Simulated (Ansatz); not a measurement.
Crystal: Fe.

```
CELL_PARAMETERS angstrom
0.00000 1.94174 1.96511
1.49844 0.00000 1.96511
1.49844 1.94174 0.00000
ATOMIC_POSITIONS crystal
Fe 0.00000 0.00000 0.00000
```

Base run:

```yaml
Program: Ansatz 0.2.0
Functional: RPBE
Potentials_or_basis: Ansatz PAW
Cutoff: "420 eV (not typed: the program's choice for these potentials)"
k_mesh: 13 × 13 × 13
Occupations: fermi-dirac, width 0.05 eV
Spin: collinear spin, ferromagnetic start
Starting_moments: "[3.0] μB"
```

Its results: band gap on the k mesh none (metal or under the smearing width); pressure 5.1 GPa; net moment 2.20 μB per cell; site moments Fe +2.26 μB.

Problem. The run is repeated on the same cell with these changes: functional from RPBE to revPBE. What comes out?

Solution. Band gap on the k mesh none (metal or under the smearing width); pressure 3.4 GPa; net moment 2.20 μB per cell; site moments Fe +2.25 μB.

Caveats: the PAW data sets come from PBE, with cores solved anew for the run's functional, which leaves a small shift of forces and pressure.
